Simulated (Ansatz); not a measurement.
Point defect: N interstitial in InGa2N3

Method: DFT PBE, scalar-relativistic, plane waves, PAW in Ansatz. (420 eV cutoff, 2×2×2 k-mesh, shifted by half a step, Gaussian smearing of 0.01 eV, collinear spin in charge 0, -2 alone)

Host crystal, relaxed:

```
In Ga N
1.0
     5.01048   -2.89020    0.00000
     5.01048    2.89020    0.00000
     0.00000    0.00000    5.39806
In Ga N
2 4 6
Direct
  0.32537 0.67463 0.98980
  0.67463 0.32537 0.48980
  0.00702 0.33381 0.99259
  0.66619 0.99298 0.99259
  0.99298 0.66619 0.49259
  0.33381 0.00702 0.49259
  0.02640 0.33371 0.35902
  0.66629 0.97360 0.35902
  0.97360 0.66629 0.85902
  0.33371 0.02640 0.85902
  0.30777 0.69223 0.39498
  0.69223 0.30777 0.89498
```

Supercell of 48 atoms, rows in host cell vectors: 1 -1 1; -1 1 1; -1 -1 0. Atoms relax at the host's cell, keeping the symmetry that the supercell leaves at the site. The cell is small, so energies carry finite-size errors of tenths of an eV. The host's Kohn–Sham gap is 0.87 eV. Atoms are taken from and returned to the elements' standard states. Charged cells are corrected for image charges with the computed static dielectric tensor (mean 12.5) and aligned with the host's potential at far atoms (alignment terms reach 0.45 eV). No band-filling term is added, and the Fermi level counts from the host's valence band top.

Starting moments were lost in some runs.

Defect: N interstitial set at (0.333, 0.375, 0.708) of the host cell. In charges 0, -1, -2 some atom moved by up to 1.6 Å, so the relaxed defect can differ in kind from the start. Before relaxation its nearest neighbours are 1 N at 2.08 Å, 1 N at 2.16 Å, 1 N at 2.17 Å, 1 Ga at 2.18 Å, 1 In at 2.19 Å, 1 In at 2.29 Å, 1 Ga at 2.42 Å, 1 N at 2.44 Å.

```tsv
charge	E_f at the valence band top (eV)	over the neutral state (eV)	moment (μB)	largest move (Å)	atoms near the site
0	4.18	0.00	1.00	1.64	1 N at 1.35 Å, 1 Ga at 1.88 Å, 1 In at 2.09 Å, 1 Ga at 2.68 Å, 1 Ga at 2.71 Å, 1 N at 2.76 Å
-1	6.02	1.84	0.00	1.61	1 N at 1.45 Å, 1 Ga at 1.82 Å, 1 In at 2.03 Å, 1 Ga at 2.69 Å, 1 N at 2.71 Å, 1 Ga at 2.71 Å
-2	8.66	4.49	0.00	1.62	1 N at 1.45 Å, 1 Ga at 1.83 Å, 1 In at 2.04 Å, 1 Ga at 2.70 Å, 1 Ga at 2.71 Å, 1 N at 2.71 Å
```

Among the charges computed the stable one is 0 at the valence band top and stays so across the gap. In charge -1, -2 the extra carrier would gain by moving to a band edge of the host, so it isn't bound in the gap. In charge -2 the cell has partly filled bands: a level of the defect may be part filled, the carrier may sit in the host's bands, or levels may cross between the k points, so transitions that involve it are doubtful. Other sites of the defect weren't tried.